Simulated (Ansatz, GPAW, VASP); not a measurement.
# One calculation of Hf, 3 ways

```xyz
2
Lattice="3.1967 0.0000 0.0000 -1.5983 2.7684 0.0000 0.0000 0.0000 5.0578" Properties=species:S:1:pos:R:3 pbc="T T T"
Hf    1.5984    0.9228    3.7934
Hf    0.0000    1.8456    1.2645
```

Alike in all runs: task band structure; functional RPBE; k mesh 10 × 10 × 5; occupations fermi-dirac, width 0.05 eV; no spin polarisation; no spin-orbit coupling. Pressure is positive in compression and, in plane waves, holds the error of the finite cutoff.

```tsv
program and potentials	plane-wave cutoff (eV)	notes	band gap (eV)	pressure (GPa)
Ansatz, all-electron LAPW, scalar-relativistic	-	-	?	?
VASP, PBE PAW files Hf_pv, 520 eV	520	potentials made for PBE; 10 valence electrons an atom on average	no gap	2.97
GPAW, the program's PAW data sets (release 1.2.1) made for this functional	600	12 valence electrons an atom on average	no gap	3.83
```

Task: Estimate from the other rows what the run with Ansatz, all-electron LAPW, scalar-relativistic gave.

Result: No band gap; pressure 3.48 GPa. The other rows, which needn't bracket it: pressure 2.97 to 3.83.
